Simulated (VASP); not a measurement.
# LiCl (F-43m) in VASP: a series of runs

Aim: see how the results for LiCl move with the level of theory and the settings. Levels: PBE, HSE06. Tasks: single point.

Program: VASP 6.6.1. These are calculated values, not measurements. Logs are shortened: lines on timing, memory, paths and dates and some standing lists are left out, and cuts for length are marked.

### Step 1. The cell of the first run

It takes space group F-43m (No. 216, cubic). Conventional cell: a = 5.686 Å, b = 5.686 Å, c = 5.686 Å, α = 90.00°, β = 90.00°, γ = 90.00°. Li (site symmetry -43m) is surrounded by 4 Cl at 2.46 Å. Cl (site symmetry -43m) has 4 Li at 2.46 Å as nearest neighbours.

The cell was built by a generator and needn't be a form met in nature.

### Step 2. Single point, PBE (hydrostatic strain +4.0%)

Input file INCAR:

```
SYSTEM = LiCl
ALGO     = Fast           ! electronic algorithm
EDIFF    = 1E-6           ! SCF threshold, eV
ENCUT    = 520            ! plane-wave cutoff, eV
GGA      = PE             ! functional
ISIF     = 2              ! what is computed and relaxed
ISMEAR   = -1             ! smearing method
LASPH    = .True.         ! aspherical terms in the spheres
LCHARG   = .False.        ! write CHGCAR
LREAL    = .False.        ! projectors in reciprocal space
LWAVE    = .False.        ! write WAVECAR
NBANDS   = 12             ! bands
NELM     = 100            ! most SCF steps
PREC     = Accurate       ! precision mode
SIGMA    = 0.02           ! smearing width, eV
```

Input file KPOINTS:

```
k-points
0
Gamma
  8 8 8
  0 0 0
```

Input file POSCAR:

```
LiCl
1.0
    0.0000000000      2.8429108541      2.8429108541
    2.8429108541      0.0000000000      2.8429108541
    2.8429108541      2.8429108541      0.0000000000
Li Cl
1 1
Direct
    0.0000000000      0.0000000000      0.0000000000
    0.2500000000      0.2500000000      0.2500000000
```

Potentials or basis: VASP PAW PBE potentials, release 64 (Li_sv, Cl).

Started as:

```bash
$ cat potpaw_PBE.64/Li_sv/POTCAR potpaw_PBE.64/Cl/POTCAR > POTCAR
$ mpirun -np 1 vasp_std > vasp.out
```

OUTCAR:

```text
SYSTEM = LiCl
   EDIFF = 1E-6
   ENCUT = 520
   GGA = PE
   ISIF = 2
   ISMEAR = -1
   LASPH = .True.
   LREAL = .False.
   NELM = 100
   PREC = Accurate

 ion  position               nearest neighbor table
   1  0.000  0.000  0.000-   2 2.46   2 2.46   2 2.46   2 2.46
   2  0.250  0.250  0.250-   1 2.46   1 2.46   1 2.46   1 2.46

  LATTYP: Found a face centered cubic cell.
 ALAT       =     5.6858217082

  Lattice vectors:

 A1 = (   0.0000000000,   2.8429108541,   2.8429108541)
 A2 = (   2.8429108541,   0.0000000000,   2.8429108541)
 A3 = (   2.8429108541,   2.8429108541,   0.0000000000)

Analysis of symmetry for initial positions (statically):
=====================================================================
 Subroutine PRICEL returns:
 Original cell was already a primitive cell.

 Routine SETGRP: Setting up the symmetry group for a
 face centered cubic supercell.

 Subroutine GETGRP returns: Found 24 space group operations
 (whereof 24 operations were pure point group operations)
 out of a pool of 48 trial point group operations.

The static configuration has the point symmetry T_d .

Analysis of symmetry for dynamics (positions and initial velocities):
=====================================================================
 Subroutine PRICEL returns:
 Original cell was already a primitive cell.

 Routine SETGRP: Setting up the symmetry group for a
 face centered cubic supercell.

 Subroutine GETGRP returns: Found 24 space group operations
 (whereof 24 operations were pure point group operations)
 out of a pool of 48 trial point group operations.

The dynamic configuration has the point symmetry T_d .

 Subroutine INISYM returns: Found 24 space group operations
 (whereof 24 operations are pure point group operations),
 and found     1 'primitive' translations

----------------------------------------------------------------------------------------

                                     Primitive cell

  volume of cell :      45.9536

  direct lattice vectors                    reciprocal lattice vectors
     0.000000000  2.842910854  2.842910854    -0.175876074  0.175876074  0.175876074
     2.842910854  0.000000000  2.842910854     0.175876074 -0.175876074  0.175876074
     2.842910854  2.842910854  0.000000000     0.175876074  0.175876074 -0.175876074

  length of vectors
     4.020483086  4.020483086  4.020483086     0.304626296  0.304626296  0.304626296

  position of ions in fractional coordinates (direct lattice)
     0.000000000  0.000000000  0.000000000
     0.250000000  0.250000000  0.250000000

  ion indices of the primitive-cell ions
   primitive index   ion index
                 1           1
                 2           2

----------------------------------------------------------------------------------------

 KPOINTS: k-points

Automatic generation of k-mesh.
 Grid dimensions read from file:
 generate k-points for:    8    8    8

 Generating k-lattice:

  Cartesian coordinates                     Fractional coordinates (reciprocal lattice)
    -0.021984509  0.021984509  0.021984509     0.125000000  0.000000000  0.000000000
     0.021984509 -0.021984509  0.021984509     0.000000000  0.125000000  0.000000000
     0.021984509  0.021984509 -0.021984509     0.000000000  0.000000000  0.125000000

  Length of vectors
     0.038078287  0.038078287  0.038078287

  Shift w.r.t. Gamma in fractional coordinates (k-lattice)
     0.000000000  0.000000000  0.000000000

 Subroutine IBZKPT returns following result:
 ===========================================

 Found     29 irreducible k-points:

 Following reciprocal coordinates:
            Coordinates               Weight
  0.000000  0.000000  0.000000      1.000000
  0.125000  0.000000  0.000000      8.000000
  0.250000  0.000000  0.000000      8.000000
  0.375000  0.000000  0.000000      8.000000
  0.500000  0.000000  0.000000      4.000000
  0.125000  0.125000  0.000000      6.000000
[... 16 lines left out ...]
  0.500000  0.250000  0.125000     48.000000
 -0.375000  0.250000  0.125000     24.000000
 [... further k-points ...]
   k-points           NKPTS =     29   k-points in BZ     NKDIM =     29   number of bands    NBANDS=     12
   number of dos      NEDOS =    301   number of ions     NIONS =      2
   total plane-waves  NPLWV =  27000
   dimension x,y,z NGX =    30 NGY =   30 NGZ =   30
   dimension x,y,z NGXF=    60 NGYF=   60 NGZF=   60
   ions per type =               1   1
   NGX,Y,Z   is equivalent  to a cutoff of  12.40, 12.40, 12.40 a.u.
   NGXF,Y,Z  is equivalent  to a cutoff of  24.81, 24.81, 24.81 a.u.
 SYSTEM =  LiCl
   PREC   = accura    normal or accurate (medium, high low for compatibility)
   ISTART =      0    job   : 0-new  1-cont  2-samecut
   ICHARG =      2    charge: 1-file 2-atom 10-const
   ISPIN  =      1    spin polarized calculation?
   LNONCOLLINEAR =      F non collinear calculations
   LSORBIT =      F    spin-orbit coupling
   LASPH  =      T    aspherical Exc in radial PAW
   ENCUT  =  520.0 eV  38.22 Ry    6.18 a.u.   7.48  7.48  7.48*2*pi/ulx,y,z
   NELM   =    100;   NELMIN=  2; NELMDL= -5     # of ELM steps
   EDIFF  = 0.1E-05   stopping-criterion for ELM
   LREAL  =      F    real-space projection
   EDIFFG = 0.1E-04   stopping-criterion for IOM
   NSW    =      0    number of steps for IOM
   IBRION =     -1    ionic relax: 0-MD 1-quasi-New 2-CG
   NFREE  =      0    steps in history (QN), initial steepest desc. (CG)
   ISIF   =      2    stress and relaxation
   ISYM   =      2    0-nonsym 1-usesym 2-fastsym
   POTIM  = 0.5000    time-step for ionic-motion
   TEBEG  =    0.0;   TEEND  =   0.0 temperature during run
   PSTRESS=    0.0 pullay stress
   NELECT =      10.0000    total number of electrons
   NUPDOWN=      -1.0000    fix difference up-down
   EMIN   =  10.00;   EMAX   =-10.00  energy-range for DOS
   EFERMI =   0.00;   METHOD = LEGACY
   ISMEAR =    -1;   SIGMA  =   0.02  broadening in eV -4-tet -1-fermi 0-gaus
   EFERMI_NEDOS =   21; number of points for ismear=-14 and -15
   IALGO  =     68    algorithm
   IMIX   =      4    mixing-type and parameters
     AMIX     =   0.40;   BMIX     =  1.00
     AMIX_MAG =   1.60;   BMIX_MAG =  1.00
  volume/ion in A,a.u.               =      22.98       155.06
  Fermi-wavevector in a.u.,A,eV,Ry     =   0.984695  1.860803 13.192530  0.969624
  Thomas-Fermi vector in A             =   2.115947
   LORBIT       =      0    0 simple, 1 ext, 2 COOP (PROOUT), +10 PAW based schemes
   GGA     = PE    functional components
   LHFCALC =     F    Hartree Fock is set to
   AEXX    =    0.0000 exact exchange contribution
   IVDW    =     0    specifies the selected vdW correction
   LEPSILON=     F    determine dielectric tensor
   LRPA    =     F    only Hartree local field effects (RPA)
 non-spin polarized calculation
 RMM-DIIS sequential band-by-band and
  energy-cutoff  :      520.00
  volume of cell :       45.95
 maximum number of plane-waves:      1254
 NGX is ok and might be reduce to    30
   NGX = 15   NGY = 15   NGZ = 15

 number of electron      10.0000000 magnetization

 number of electron       9.9999994 magnetization

 Free energy of the ion-electron system (eV)
  ---------------------------------------------------
  ext. energy  EPLUGINS =         0.00000000
  ---------------------------------------------------
  free energy    TOTEN  =        -7.40308749 eV

  energy without entropy =       -7.40308749  energy(sigma->0) =       -7.40308749

 E-fermi :  -1.2111     XC(G=0):  -7.2672

 val. band max:       -1.7714697768   @ k =   0.0000   0.0000   0.0000
 cond. band min:       3.8927572649   @ k =   0.0000   0.0000   0.0000
 fundamental gap:      5.6642270417
 Fermi energy:        -1.2110872898

 k-point     1 :       0.0000    0.0000    0.0000
  band No.  band energies     occupation
      1     -44.9120      2.00000
      2     -14.2679      2.00000
      3      -1.7715      2.00000
      4      -1.7715      2.00000
      5      -1.7715      2.00000
      6       3.8928      0.00000
      7       8.2336      0.00000
      8       8.2336      0.00000
      9       8.2336      0.00000
     10      12.4116      0.00000
     11      12.4116      0.00000
     12      15.2080      0.00000

 k-point     2 :       0.1250    0.0000    0.0000
  band No.  band energies     occupation
      1     -44.9120      2.00000
      2     -14.2374      2.00000
      3      -2.0781      2.00000
      4      -1.8087      2.00000
      5      -1.8087      2.00000
      6       4.2727      0.00000
      7       8.2708      0.00000
      8       8.3833      0.00000
      9       8.3833      0.00000
     10      11.9279      0.00000
     11      11.9279      0.00000
     12      14.2872      0.00000

 k-point     3 :       0.2500    0.0000    0.0000
  band No.  band energies     occupation
      1     -44.9117      2.00000
      2     -14.1617      2.00000
      3      -2.7128      2.00000
      4      -1.8953      2.00000
      5      -1.8953      2.00000
      6       5.1140      0.00000
      7       8.3171      0.00000
      8       8.5756      0.00000
      9       8.5757      0.00000
     10      11.7368      0.00000
     11      11.7368      0.00000
     12      13.7294      0.00000

 k-point     4 :       0.3750    0.0000    0.0000
  band No.  band energies     occupation
      1     -44.9114      2.00000
      2     -14.0831      2.00000
      3      -3.2536      2.00000
      4      -1.9774      2.00000
      5      -1.9774      2.00000
      6       5.9148      0.00000
      7       8.3222      0.00000
      8       8.4930      0.00000
      9       8.4930      0.00000
     10      12.6385      0.00000
     11      12.6385      0.00000
     12      13.6902      0.00000

 k-point     5 :       0.5000    0.0000    0.0000
  band No.  band energies     occupation
      1     -44.9112      2.00000
      2     -14.0496      2.00000
      3      -3.4590      2.00000
      4      -2.0103      2.00000
      5      -2.0103      2.00000
      6       6.2454      0.00000
      7       8.3267      0.00000
      8       8.4047      0.00000
      9       8.4047      0.00000
     10      13.8208      0.00000
     11      13.8218      0.00000
     12      13.8693      0.00000
[... 228 lines left out ...]
      1     -44.9110      2.00000
      2     -13.9817      2.00000
      3      -3.1522      2.00000
      4      -2.4581      2.00000
      5      -2.4581      2.00000
      6       4.9038      0.00000
      7       7.7397      0.00000
      8      10.6485      0.00000
      9      11.3330      0.00000
     10      11.3330      0.00000
     11      14.6816      0.00000
     12      14.7573      0.00000

 k-point    22 :       0.3750    0.2500    0.1250
  band No.  band energies     occupation
      1     -44.9115      2.00000
      2     -14.1052      2.00000
      3      -2.8165      2.00000
      4      -2.2449      2.00000
      5      -2.0127      2.00000
      6       5.5863      0.00000
      7       8.2555      0.00000
      8       8.3970      0.00000
      9       9.2704      0.00000
     10      10.4700      0.00000
     11      13.2379      0.00000
     12      15.2424      0.00000

 k-point    23 :       0.5000    0.2500    0.1250
  band No.  band energies     occupation
      1     -44.9112      2.00000
      2     -14.0417      2.00000
      3      -3.1195      2.00000
      4      -2.4042      2.00000
      5      -2.1237      2.00000
      6       6.3209      0.00000
      7       7.6091      0.00000
      8       8.8270      0.00000
      9       9.3985      0.00000
     10      11.2238      0.00000
     11      13.5558      0.00000
     12      14.3917      0.00000

 k-point    24 :      -0.3750    0.2500    0.1250
  band No.  band energies     occupation
      1     -44.9111      2.00000
      2     -14.0149      2.00000
      3      -3.2492      2.00000
      4      -2.4400      2.00000
      5      -2.1880      2.00000
      6       6.8643      0.00000
      7       7.1284      0.00000
      8       9.2500      0.00000
      9       9.3398      0.00000
     10      11.4539      0.00000
     11      13.4112      0.00000
     12      14.2365      0.00000

 [... further k-points ...]

------------------------ aborting loop because EDIFF is reached ----------------------------------------

  FORCE on cell =-STRESS in cart. coord.  units (eV):
  Direction    XX          YY          ZZ          XY          YZ          ZX
  --------------------------------------------------------------------------------------
  -------------------------------------------------------------------------------------
  Total       -0.5428420     -0.5428420     -0.5428420     -0.0000000      0.0000000     -0.0000000
  in kB      -18.9262382    -18.9262382    -18.9262382     -0.0000000      0.0000000     -0.0000000
  external PRESSURE =     -18.9262382 kB  Pullay stress =       0.0000000 kB

 VOLUME and BASIS-vectors are now :
 -----------------------------------------------------------------------------
  energy-cutoff  :      520.00
  volume of cell :       45.95
      direct lattice vectors                 reciprocal lattice vectors
     0.000000000  2.842910854  2.842910854    -0.175876074  0.175876074  0.175876074
     2.842910854  0.000000000  2.842910854     0.175876074 -0.175876074  0.175876074
     2.842910854  2.842910854  0.000000000     0.175876074  0.175876074 -0.175876074

 POSITION                                       TOTAL-FORCE (eV/Angst)
 -----------------------------------------------------------------------------------
      0.00000      0.00000      0.00000        -0.000000     -0.000000     -0.000000
      1.42146      1.42146      1.42146         0.000000      0.000000      0.000000
 -----------------------------------------------------------------------------------
    total drift:                                0.000000      0.000000      0.000000

  FREE ENERGIE OF THE ION-ELECTRON SYSTEM (eV)
  ---------------------------------------------------
  free  energy   TOTEN  =        -7.4030874910 eV

  energy  without entropy=       -7.4030874910  energy(sigma->0) =       -7.40308749
```

It took 16 s on 1 thread of Intel Xeon 6975P-C (Granite Rapids), shared host; peak memory 0.16 GiB.

What came out:

* Free energy: -7.4031 eV
* Band gap on the k mesh: 5.66 eV, direct

Caveat: the cutoff is under 1.25 times the usual one of these potentials, so pressure, stress and relaxed cells hold a basis-set (Pulay) error.

### Step 3. Single point, PBE (epitaxial_xy strain +5.8%)

Input file INCAR:

```
  PREC = Accurate
  ENCUT = 520
  EDIFF = 1E-6
  ISMEAR = -1
  SIGMA = 0.02
  LREAL = False
  LASPH = True
  NELM = 100
  ALGO = Normal
  ISIF = 2
  LWAVE = False
  LCHARG = False
  GGA = PE
  NBANDS = 12
```

Input file KPOINTS:

```
regular mesh
0
Gamma
  8 8 8
```

Input file POSCAR:

```
LiCl
1.0
    0.0000000000      2.8915590114      2.4768618153
    2.8915590114      0.0000000000      2.4768618153
    2.8915590114      2.8915590114      0.0000000000
Li Cl
1 1
Direct
    0.0000000000      0.0000000000      0.0000000000
    0.2500000000      0.2500000000      0.2500000000
```

Potentials or basis: VASP PAW PBE potentials, release 64 (Li_sv, Cl).

Started as:

```bash
$ cat potpaw_PBE.64/Li_sv/POTCAR potpaw_PBE.64/Cl/POTCAR > POTCAR
$ mpirun -np 1 vasp_std > vasp.out
```

Run time: 20 s. Hardware: 1 thread of Intel Xeon 6975P-C (Granite Rapids), shared host; peak memory 0.17 GiB.

It converged, with:

| Quantity | Value |
| --- | --- |
| Free energy | -7.4129 eV |
| Band gap on the k mesh | 5.83 eV, direct |

Levels at points of the mesh, in eV from the valence-band top:
```
           k point  band 2  band 3  band 4  band 5  band 6  band 7  band 8  band 9
(0.00, 0.00, 0.00)  -12.84   -0.19   -0.19    0.00    5.83   10.09   10.09   10.27
(0.50, 0.00, 0.00)  -12.54   -2.11   -0.65   -0.19    7.98    9.58   10.60   11.16
(0.50, 0.50, 0.00)  -12.36   -1.49   -1.28   -1.28    6.45    8.99   13.35   13.35
(0.50, 0.00, 0.50)  -12.50   -1.86   -0.82   -0.67    6.62    9.81   12.56   13.07
```

Caveat: the cutoff is under 1.25 times the usual one of these potentials, so pressure, stress and relaxed cells hold a basis-set (Pulay) error.

(Continued in part 2 of 2.)
